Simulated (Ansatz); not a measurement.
Runs of Ansatz 0.2.0 on Si2Mo. It takes space group I4/mmm (No. 139, tetragonal). Conventional cell: a = 3.200 Å, b = 3.200 Å, c = 7.861 Å, α = 90.00°, β = 90.00°, γ = 90.00°. Mo (site symmetry 4/mmm) has 10 Si at 2.62 Å as nearest neighbours. Around Si (site symmetry 4mm) lie 5 Si at 2.61 to 2.63 Å and 5 Mo at 2.62 Å. 

```tsv
task	level	k mesh	atoms under strain	points for each segment of the path	mesh quality	gap on the mesh (eV)	pressure (GPa)
elastic constants	LDA	9 × 9 × 9	relaxed	-	not flagged	none	-5.7
phonons	PBE	9 × 9 × 9	-	-	not flagged	none	-
elastic constants	PBE	9 × 9 × 9	relaxed	-	not flagged	none	2.5
band structure	HSE06	6 × 6 × 6	-	4	coarse	none	(a)
```

Alike in all rows: potentials or basis Ansatz PAW; no spin polarisation; cell as given; cutoff (eV) 420; smearing fermi-dirac 0.05 eV.

Problem. Fill in the values left out.

Solution. (a) -3.7.

Caveats: some runs use coarse meshes; elastic constants of metals need much finer meshes, so these are rough (some runs); the PAW data sets come from PBE, with cores solved anew for the run's functional, which leaves a small shift of forces and pressure (some runs); the cell is more than 3 GPa from zero pressure, which shifts response properties (some runs); the thresholds are loose for stress (some runs).

A k mesh can miss the band edges, and the runs leave out spin-orbit coupling on Mo.

A gap of «none» marks a metal or a gap under the smearing width.
